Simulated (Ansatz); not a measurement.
The cell is a 14-atom cell of Ge3N4 (P6_3/m) from a materials database; cell and atoms were relaxed with r2SCAN. Space group P6_3/m (No. 176), hexagonal; a = 8.044 Å, c = 3.080 Å in the conventional setting, 12.33 Å³ an atom. Around Ge lie 4 N at 1.83–1.84 Å; around N lie 3 Ge at 1.83 Å; around N lie 3 Ge at 1.84 Å.

The questions ask for values computed with Ansatz on this geometry. Calculated for a static, non-magnetic cell.

Given (6×6×8 mesh): PBE gives a direct gap of 2.19 eV at Γ.

Task: Estimate the gap with PBE+SOC on 6×6×8.

Result: The PBE+SOC gap is direct at Γ: 2.19 eV. The gap differs by 0.00 eV from PBE's.

Task: How does the gap change from PBE to r2SCAN (6×6×8)?

Result: The r2SCAN gap is direct at Γ: 2.67 eV. The gap differs by +0.48 eV from PBE's.

Task: Estimate the gap with HSE06 on 3×3×6.

Result: With HSE06 the gap is 3.70 eV and direct, at Γ. The gap differs by +1.51 eV from PBE's.

Task: Estimate the gap with PBE0 on 3×3×6.

Result: The PBE0 gap is direct at Γ: 4.43 eV. The gap differs by +2.24 eV from PBE's.

Task: How strongly does the crystal screen a field with clamped ions (r2SCAN)?

Result: The electronic dielectric tensor ε∞ is 4.73 along x and y, 4.87 along z. Born charges, averaged over directions: Ge +3.41, N -2.56 e. The program notes that the ground state's band table doesn't vouch for all the bands that the response reads.

Only the levels marked +SOC include spin-orbit coupling.

The meshes of the hybrids are coarse, so their gaps aren't converged to the digits shown.
